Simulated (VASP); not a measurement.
KBr: relaxation of cell and atoms with RPBE

Crystal: KBr.

```
Br K
1.0
     0.00000    3.30000    3.30000
     3.30000    0.00000    3.30000
     3.30000    3.30000    0.00000
Br K
1 1
Direct
  0.50000 0.50000 0.50000
  0.00000 0.00000 0.00000
```

```
Program                : VASP 6.6.1
Task                   : relaxation of cell and atoms
Functional             : RPBE
Potentials or basis    : VASP PAW PBE potentials, release 64 (Br, K_sv)
Cutoff                 : 600 eV
k mesh                 : 7 × 7 × 7
Occupations            : fermi-dirac, width 0.05 eV
Spin                   : no spin polarisation
Further INCAR settings : ALGO = Normal; EDIFF = 1e-06; IBRION = 2; EDIFFG = -0.005; NSW = 40; ISIF = 3
```

The relaxed volume is 41.52 Å³/atom. The relaxed cell is a = 4.897 Å, b = 4.897 Å, c = 4.897 Å, α = 60.00°, β = 60.00°, γ = 60.00° and the space group after relaxing (to 0.05 Å) is Fm-3m (No. 225). The energy gained by relaxing is 33.2 meV/atom. The ionic steps are 4. The pressure after relaxing is 0.0 GPa and the band gap on the k mesh is 4.39 eV, direct.

The path:
| step | energy change (eV) | largest force (eV/Å) | pressure (GPa) | volume (Å³) |
| --- | --- | --- | --- | --- |
| 1 | 0.0000 | 0.0000 | 2.17 | 71.87 |
| 2 | -0.0494 | 0.0000 | 0.97 | 77.06 |
| 3 | -0.0659 | 0.0000 | 0.15 | 82.02 |
| 4 | -0.0664 | 0.0000 | 0.00 | 83.04 |

Final structure:
```yaml
crystal:
  lattice:
    - [0.00000, 3.46269, 3.46269]
    - [3.46269, 0.00000, 3.46269]
    - [3.46269, 3.46269, 0.00000]
  atoms:
    - { symbol: Br, position: [0.50000, 0.50000, 0.50000] }
    - { symbol: K, position: [0.00000, 0.00000, 0.00000] }
```

Levels at points of the mesh, in eV from the valence-band top:
```csv
k point,band 4,band 5,band 6,band 7,band 8,band 9,band 10,band 11,band 12
"(0.00, 0.00, 0.00)",-11.66,-11.66,0.00,0.00,0.00,4.39,7.71,7.71,7.71
```

It took 75 s on 1 thread of Intel(R) Xeon(R) Platinum 8488C (Sapphire Rapids) (shared host), peak memory 0.25 GiB.

Caveat: the volume moved by over 15 % at a fixed basis, so the end points are rough; the PAW data sets were made with another functional, which shifts forces and pressure a little; an odd mesh through Γ misses points on the zone boundary, where band edges often lie. A hybrid or GW would open this gap; RPBE tends to underestimate it.
